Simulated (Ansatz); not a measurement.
Simulated powder pattern, Cu Kα, λ = 1.54184 Å (kinematic, ideal powder, no thermal factors, no anomalous dispersion; the 30 strongest lines at most, above 1 %, up to 2θ = 90°):

```tsv
2θ (°)	I/Imax (%)
38.77	25
40.17	100
41.35	65
44.16	90
50.25	13
57.97	6.9
67.03	20
70.18	46
77.36	32
83.18	1.7
84.08	6.9
84.85	28
86.77	5.8
89.07	3.0
```

The pattern belongs to a structure relaxed with plane-wave PAW HSE06 (Ansatz code).

The compound is BeO.

### Question
Give the crystal system and the lattice parameters.

### Answer
hexagonal, P6_3mc; a = 2.682 Å, c = 8.734 Å.

A made-up cell: these elements were put on the sites of a structure type. Its sites differ from those of the usual phase in this space group: another stacking or structure type. The cell was relaxed with HSE06 under the symmetry of its start; whether a distortion lowers the energy is not shown.

Potentials: the later of the program's two PAW sets.
